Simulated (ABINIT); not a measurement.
# Ti (P6/mmm) in ABINIT: settings compared

Aim: see how the results for Ti move with the level of theory and the settings. Levels: LDA, PBEsol. Tasks: relaxation of cell and atoms.

Everything below comes from runs of ABINIT 10.8.3 (patched build). Logs are shortened: lines on timing, memory, paths and dates and some standing lists are left out, and cuts for length are marked. The log counts tension as positive stress, the text compression.

**1. Starting point**

The structure is hexagonal, space group P6/mmm (No. 191). Conventional cell: a = 4.567 Å, b = 4.567 Å, c = 2.826 Å, α = 90.00°, β = 90.00°, γ = 120.00°. Ti (site symmetry -6m2) has 11 Ti at 2.64 to 2.99 Å as nearest neighbours. Ti (site symmetry 6/mmm) is surrounded by 14 Ti at 2.83 to 2.99 Å.

This isn't the form of Ti at room conditions, which is hcp.

**2. Relaxation of cell and atoms, LDA**

File run.abi:

```
# Pseudopotentials
pp_dirpath "./"
pseudos "Ti.LDA_PW-JTH.xml"

# Structure
acell 3*1.0 Angstrom
rprim
     4.5673748306     0.0000000000     0.0000000000
    -2.2836874153     3.9554626319     0.0000000000
     0.0000000000     0.0000000000     2.8262442700
ntypat 1
znucl 22
natom 3
typat 1 1 1
xcart
     2.2836874155     1.3184875438     1.4131221350
    -0.0000000002     2.6369750881     1.4131221350
     0.0000000000     0.0000000000     0.0000000000 Angstrom
chkprim 0
chksymtnons 0
tolsym 1.0e-6

# Plane-wave basis
ecut 408.170794 eV
pawecutdg 30.0
pawovlp -1

# k points
kptopt 1
ngkpt 7 7 9
nshiftk 1
shiftk 0.0 0.0 0.0

# Exchange and correlation
ixc 7

# Bands and occupations
nband 22
occopt 3
tsmear 0.00183747

# SCF cycle
nstep 100
tolvrs 1.0e-9

# Output
iomode 3
prtwf 0
prtden 0
prteig 0
prtebands 0
enunit 2

# Relaxation
ionmov 2
ntime 60
tolmxf 0.0001
optcell 2
dilatmx 1.08
ecutsm 0.5
```

Potentials or basis: JTH PAW LDA v2.0.

Run with:

```
$ abinit run.abi > log 2>&1
```

run.abo:

```text
.Version 10.8.3 of ABINIT
 Symmetries : space group P6/m m m (#191); Bravais hP (primitive hexag.)
================================================================================
 Values of the parameters that define the memory need of the present run
     intxc =       0    ionmov =       2      iscf =      17    lmnmax =      18
     lnmax =       6     mgfft =      36  mpssoang =       3    mqgrid =    3001
     natom =       3  nloc_mem =       2    nspden =       1   nspinor =       1
    nsppol =       1      nsym =      24    n1xccc =       1    ntypat =       1
    occopt =       3   xclevel =       1
       mpw =        1222          nfft =       31104          nkpt =          40
 PAW method is used; the additional fine FFT grid is defined by:
   mgfftf=        48    nfftf =     69120
================================================================================
================================================================================

--------------------------------------------------------------------------------
------------- Echo of variables that govern the present computation ------------
--------------------------------------------------------------------------------
 -outvars: echo values of preprocessed input variables --------
            acell      1.8897261259E+00  1.8897261259E+00  1.8897261259E+00 Bohr
              amu      4.78800000E+01
          chkprim           0
      chksymtnons           0
          dilatmx      1.08000000E+00
             ecut      1.50000000E+01 Hartree
           ecutsm      5.00000000E-01 Hartree
           enunit           2
           ionmov           2
              ixc           7
         kptrlatt        7    0    0      0    7    0      0    0    9
          kptrlen      4.80674487E+01
            natom           3
            nband          22
            ngfft          36      36      24
          ngfftdg          48      48      30
             nkpt          40
            nstep         100
             nsym          24
            ntime          60
           ntypat           1
           occopt           3
          optcell           2
        pawecutdg      3.00000000E+01 Hartree
          pawovlp     -1.0000000000E+00
           prtden           0
        prtebands           0
           prteig           0
            prtwf           0
            rprim      4.5673748306E+00  0.0000000000E+00  0.0000000000E+00
                      -2.2836874153E+00  3.9554626319E+00  0.0000000000E+00
                       0.0000000000E+00  0.0000000000E+00  2.8262442700E+00
          spgroup         191
           tolmxf      1.00000000E-04
           tolsym      1.00000000E-06
           tolvrs      1.00000000E-09
           tsmear      1.83747000E-03 Hartree
            typat      1  1  1
           useylm           1
           xangst      2.2836874153E+00  1.3184875440E+00  1.4131221350E+00
                      -4.7436720350E-17  2.6369750879E+00  1.4131221350E+00
                      -4.2256705825E-17 -2.1957228435E-16  0.0000000000E+00
            xcart      4.3155437721E+00  2.4915803585E+00  2.6704138176E+00
                      -8.9642409773E-17  4.9831607170E+00  2.6704138176E+00
                      -7.9853600993E-17 -4.1493148226E-16  0.0000000000E+00
             xred      6.6666666667E-01  3.3333333333E-01  5.0000000000E-01
                       3.3333333333E-01  6.6666666667E-01  5.0000000000E-01
                      -3.7007434154E-17 -5.5511151231E-17  0.0000000000E+00
            znucl       22.00000

================================================================================

 chkinp: Checking input parameters for consistency.

================================================================================
== DATASET  1 ==================================================================

--- !DatasetInfo
iteration_state: {dtset: 1, }
dimensions: {natom: 3, nkpt: 40, mband: 22, nsppol: 1, nspinor: 1, nspden: 1, mpw: 1222, }
cutoff_energies: {ecut:  15.0, pawecutdg:  30.0, }
electrons: {nelect:   3.60000000E+01, charge:   0.00000000E+00, occopt:   3.00000000E+00, tsmear:   1.83747000E-03, }
meta: {optdriver: 0, ionmov: 2, optcell: 2, iscf: 17, paral_kgb: 0, }
...

[... 35 lines left out ...]

   2.68614157E+03                                ecore*ucvol(ha*bohr**3)
--------------------------------------------------------------------------------

================================================================================

=== [ionmov= 2] Broyden-Fletcher-Goldfarb-Shanno method (forces)
================================================================================

--- Iteration: ( 1/60) Internal Cycle: (1/1)
--------------------------------------------------------------------------------

---SELF-CONSISTENT-FIELD CONVERGENCE--------------------------------------------
[... 631 lines left out ...]
 Difference of energy with previous step (new-old):
           Absolute (Ha)=-2.68082E-06
           Relative     =-1.52159E-08

 At Broyd/MD step   6, gradients are converged :
  max grad (force/stress) = 7.8324E-05 < tolmxf= 1.0000E-04 ha/bohr (free atoms)

================================================================================

 ----iterations are completed or convergence reached----

 Mean square residual over all n,k,spin=   52.641E-10; max=  36.547E-07
 reduced coordinates (array xred) for    3 atoms
       0.666666666667      0.333333333333      0.500000000000
       0.333333333333      0.666666666667      0.500000000000
      -0.000000000000     -0.000000000000      0.000000000000
 rms dE/dt=  3.1733E-29; max dE/dt=  6.7316E-29; dE/dt below (all hartree)
    1       0.000000000000      0.000000000000      0.000000000000
    2      -0.000000000000      0.000000000000      0.000000000000
    3       0.000000000000      0.000000000000      0.000000000000

 cartesian coordinates (angstrom) at end:
    1      2.22829662866653     1.28650765839325     1.38595717517959
    2      0.00000000000000     2.57301531678651     1.38595717517959
    3     -0.00000000000000    -0.00000000000000     0.00000000000000

 cartesian forces (hartree/bohr) at end:
    1     -0.00000000000000    -0.00000000000000    -0.00000000000000
    2      0.00000000000000     0.00000000000000    -0.00000000000000
    3     -0.00000000000000    -0.00000000000000    -0.00000000000000
 frms,max,avg= 4.3509129E-30 7.9931374E-30   0.000E+00  0.000E+00  0.000E+00 h/b

 cartesian forces (eV/Angstrom) at end:
    1     -0.00000000000000    -0.00000000000000    -0.00000000000000
    2      0.00000000000000     0.00000000000000    -0.00000000000000
    3     -0.00000000000000    -0.00000000000000    -0.00000000000000
 frms,max,avg= 2.2373294E-28 4.1102365E-28   0.000E+00  0.000E+00  0.000E+00 e/A
 length scales=  8.421740710927  8.421740710918  5.238158966652 bohr
              =  4.456593257333  4.456593257329  2.771914350359 angstroms
 Fermi (or HOMO) energy (hartree) =   0.30748   Average Vxc (hartree)=  -0.42588
 Eigenvalues (hartree) for nkpt=  40  k points:
 kpt#   1, nband= 22, wtk=  0.00227, kpt=  0.0000  0.0000  0.0000 (reduced coord)
  -1.75524   -1.74571   -1.73773   -0.89793   -0.89793   -0.89618   -0.89618   -0.88097
  -0.87228   -0.86877   -0.86757   -0.86757    0.08067    0.22727    0.28184    0.28184
   0.28593    0.28593    0.30725    0.33383    0.35721    0.35721
      occupation numbers for kpt#   1
   2.00000    2.00000    2.00000    2.00000    2.00000    2.00000    2.00000    2.00000
   2.00000    2.00000    2.00000    2.00000    2.00000    2.00000    2.00000    2.00000
   1.99998    1.99998    1.06395    0.00000    0.00000    0.00000
 prteigrs : prtvol=0 or 1, do not print more k-points.

 Fermi (or HOMO) energy (eV) =   8.36708   Average Vxc (eV)= -11.58888
 Eigenvalues (   eV  ) for nkpt=  40  k points:
 kpt#   1, nband= 22, wtk=  0.00227, kpt=  0.0000  0.0000  0.0000 (reduced coord)
 -47.76256  -47.50330  -47.28595  -24.43385  -24.43385  -24.38629  -24.38629  -23.97231
 -23.73602  -23.64037  -23.60775  -23.60775    2.19511    6.18422    7.66917    7.66917
   7.78060    7.78060    8.36068    9.08395    9.72005    9.72005
 prteigrs : prtvol=0 or 1, do not print more k-points.

--- !EnergyTerms
iteration_state     : {dtset: 1, itime: 6, icycle: 1, }
comment             : Components of total free energy in Hartree
kinetic             :  2.34513368026509E+01
hartree             :  3.28204431783569E+01
xc                  : -9.75871182046813E+00
Ewald energy        : -1.31062255502980E+02
psp_core            :  8.34864239345599E+00
local_psp           : -9.93076792293519E+01
PAW spherical_terms : -6.75883999253074E-01
internal            : -1.76184108177589E+02
'-kT*entropy'       : -8.70948439670810E-04
total_energy        : -1.76184979126029E+02
total_energy_eV     : -4.79423751773846E+03
...

--- !EnergyTermsDC
iteration_state     : {dtset: 1, itime: 6, icycle: 1, }
comment             : '"Double-counting" decomposition of free energy'
band_energy         : -2.34809992903674E+01
Ewald energy        : -1.31062255502980E+02
psp_core            :  8.34864239345599E+00
xc_dc               : -3.16011421184668E+01
PAW spherical_terms :  1.61164277138825E+00
internal            : -1.76184111746970E+02
'-kT*entropy'       : -8.70948439670810E-04
total_energy_dc     : -1.76184982695409E+02
total_energy_dc_eV  : -4.79423761486626E+03
...

--- !EnergyTermsWithPAWCore
iteration_state     : {dtset: 1, itime: 6, icycle: 1, }
comment             : 'Components of total free energy, including PAW core contributions'
Total energy        : -2.55600122243032E+03
Total energy DC     : -2.55600122599970E+03
Total energy (eV)   : -6.95523365087509E+04
Total energy DC (eV): -6.95523366058787E+04
...

 Cartesian components of stress tensor (hartree/bohr^3)
  sigma(1 1)=  7.83241788E-07  sigma(3 2)=  0.00000000E+00
  sigma(2 2)=  7.83241857E-07  sigma(3 1)=  0.00000000E+00
  sigma(3 3)=  4.47400251E-07  sigma(2 1)=  0.00000000E+00

-Cartesian components of stress tensor (GPa)         [Pressure= -1.9750E-02 GPa]
- sigma(1 1)=  2.30437690E-02  sigma(3 2)=  0.00000000E+00
- sigma(2 2)=  2.30437710E-02  sigma(3 1)=  0.00000000E+00
- sigma(3 3)=  1.31629698E-02  sigma(2 1)=  0.00000000E+00

== END DATASET(S) ==============================================================
================================================================================

 -outvars: echo values of variables after computation  --------
            acell      8.4217407109E+00  8.4217407109E+00  5.2381589667E+00 Bohr
           etotal     -1.7618498270E+02
            fcart     -7.9931373916E-30 -4.6148400247E-30 -0.0000000000E+00
                       7.9931373916E-30  4.6148400247E-30 -0.0000000000E+00
                      -0.0000000000E+00 -0.0000000000E+00 -0.0000000000E+00
            rprim      1.0000000000E+00  0.0000000000E+00  0.0000000000E+00
                      -5.0000000000E-01  8.6602540378E-01  0.0000000000E+00
                       0.0000000000E+00  0.0000000000E+00  1.0000000000E+00
           strten      7.8324178818E-07  7.8324185704E-07  4.4740025089E-07
                       0.0000000000E+00  0.0000000000E+00  0.0000000000E+00
           xangst      2.2282966287E+00  1.2865076584E+00  1.3859571752E+00
                       9.8981851405E-17  2.5730153168E+00  1.3859571752E+00
                      -4.1231770381E-17 -2.1424656356E-16  0.0000000000E+00
             xred      6.6666666667E-01  3.3333333333E-01  5.0000000000E-01
                       3.3333333333E-01  6.6666666667E-01  5.0000000000E-01
                      -3.7007434154E-17 -5.5511151231E-17  0.0000000000E+00
 Calculation completed.
```

Wall time 4 min (1 thread of Arm Neoverse V1, shared host); peak memory 0.12 GiB.

What came out:

```
Free energy                                           : -4794.2376 eV
Relaxed volume                                        : 15.89 Å³/atom
Relaxed cell                                          : a = 4.457 Å, b = 4.457 Å, c = 2.772 Å, α = 90.00°, β = 90.00°, γ = 120.00°
Space group after relaxing (to 0.05 Å)                : P6/mmm (No. 191)
Energy gained by relaxing                             : 28.8 meV/atom
Ionic steps                                           : 6
Pressure after relaxing                               : 0.0 GPa
Band gap on the k mesh                                : none (metal or under the smearing width)
Valence electrons inside the program's atomic spheres : Ti 10.35, 10.22 (radii [1.2214] Å)
```

The path:
```
step  energy change (eV)  largest force (eV/Å)  pressure (GPa)  volume (Å³)
   1              0.0000                0.0000           -7.73        51.06
   2             -0.0489                0.0000           -5.28        49.86
   3             -0.0862                0.0000            0.42        47.52
   4             -0.0864                0.0000           -0.01        47.68
   5             -0.0865                0.0000           -0.03        47.69
   6             -0.0865                0.0000           -0.02        47.68
```

Final structure:
```cif
data_structure
_symmetry_space_group_name_H-M 'P 1'
_symmetry_Int_Tables_number 1
_cell_length_a 4.4566
_cell_length_b 4.4566
_cell_length_c 2.7719
_cell_angle_alpha 90.000
_cell_angle_beta 90.000
_cell_angle_gamma 120.000
_cell_volume 47.68
loop_
_atom_site_label
_atom_site_type_symbol
_atom_site_fract_x
_atom_site_fract_y
_atom_site_fract_z
_atom_site_occupancy
Ti1 Ti 0.66667 0.33333 0.50000 1
Ti2 Ti 0.33333 0.66667 0.50000 1
Ti3 Ti 0.00000 0.00000 0.00000 1
```

**3. Relaxation of cell and atoms, PBEsol**

Changes to run.abi since step 2:

```diff
@@ -2,3 +2,3 @@
 pp_dirpath "./"
-pseudos "Ti.LDA_PW-JTH.xml"
+pseudos "Ti.GGA_PBE-JTH.xml"
 
@@ -25,2 +25,3 @@
 pawecutdg 30.0
+pawxcdev 0
 pawovlp -1
@@ -34,3 +35,3 @@
 # Exchange and correlation
-ixc 7
+ixc -116133
```

Potentials or basis: JTH PAW PBE v2.0.

Run with:

```
$ abinit run.abi > log 2>&1
```

run.abo:

```text
.Version 10.8.3 of ABINIT
 Symmetries : space group P6/m m m (#191); Bravais hP (primitive hexag.)
================================================================================
 Values of the parameters that define the memory need of the present run
     intxc =       0    ionmov =       2      iscf =      17    lmnmax =      18
     lnmax =       6     mgfft =      36  mpssoang =       3    mqgrid =    3001
     natom =       3  nloc_mem =       2    nspden =       1   nspinor =       1
    nsppol =       1      nsym =      24    n1xccc =       1    ntypat =       1
    occopt =       3   xclevel =       2
       mpw =        1222          nfft =       31104          nkpt =          40
 PAW method is used; the additional fine FFT grid is defined by:
   mgfftf=        48    nfftf =     69120
================================================================================
================================================================================

[... 852 lines left out ...]
================================================================================

 -outvars: echo values of variables after computation  --------
            acell      8.5405079651E+00  8.5405079651E+00  5.2925160194E+00 Bohr
           etotal     -1.7578013527E+02
            fcart     -1.3136636770E-30  1.1376661163E-29 -0.0000000000E+00
                       2.6273273539E-30 -1.3651993395E-29 -0.0000000000E+00
                      -1.3136636770E-30  2.2753322326E-30 -0.0000000000E+00
            rprim      1.0000000000E+00  0.0000000000E+00  0.0000000000E+00
                      -5.0000000000E-01  8.6602540378E-01  0.0000000000E+00
                       0.0000000000E+00  0.0000000000E+00  1.0000000000E+00
           strten      8.2868399101E-07  8.2868405637E-07  2.5941691943E-07
                       0.0000000000E+00  0.0000000000E+00  0.0000000000E+00
           xangst      2.2597210908E+00  1.3046505801E+00  1.4003394320E+00
                       1.0479654497E-16  2.6093011601E+00  1.4003394320E+00
                      -4.1813239737E-17 -2.1726796696E-16  0.0000000000E+00
             xred      6.6666666667E-01  3.3333333333E-01  5.0000000000E-01
                       3.3333333333E-01  6.6666666667E-01  5.0000000000E-01
                      -3.7007434154E-17 -5.5511151231E-17  0.0000000000E+00
 Calculation completed.
```

Run time: 4.8 min. Hardware: 1 thread of Arm Neoverse V1, shared host; peak memory 0.14 GiB.

What came out:

- Free energy: -4783.2212 eV
- Relaxed volume: 16.51 Å³/atom
- Relaxed cell: a = 4.519 Å, b = 4.519 Å, c = 2.801 Å, α = 90.00°, β = 90.00°, γ = 120.00°
- Space group after relaxing (to 0.05 Å): P6/mmm (No. 191)
- Energy gained by relaxing: 5.6 meV/atom
- Ionic steps: 6
- Pressure after relaxing: 0.0 GPa
- Band gap on the k mesh: none (metal or under the smearing width)
- Valence electrons inside the program's atomic spheres: Ti 10.25, 10.13 (radii [1.2214] Å)

The path:
```
step  energy change (eV)  largest force (eV/Å)  pressure (GPa)  volume (Å³)
   1              0.0000                0.0000           -3.44        51.06
   2             -0.0096                0.0000           -2.28        50.52
   3             -0.0168                0.0000            0.07        49.51
   4             -0.0168                0.0000            0.00        49.53
   5             -0.0168                0.0000           -0.02        49.54
   6             -0.0168                0.0000           -0.02        49.54
```

Final structure:
```
CELL_PARAMETERS angstrom
4.51944 0.00000 0.00000
-2.25972 3.91395 0.00000
0.00000 0.00000 2.80068
ATOMIC_POSITIONS crystal
Ti 0.66667 0.33333 0.50000
Ti 0.33333 0.66667 0.50000
Ti 0.00000 0.00000 0.00000
```

Levels at points of the mesh, in eV from the Fermi level:
```
           k point  band 16  band 17  band 18  band 19  band 20  band 21
(0.00, 0.00, 0.00)    -0.71    -0.61    -0.61    -0.01     0.71     1.34
```

Caveat: the PAW data sets were made with another functional, which shifts forces and pressure a little.
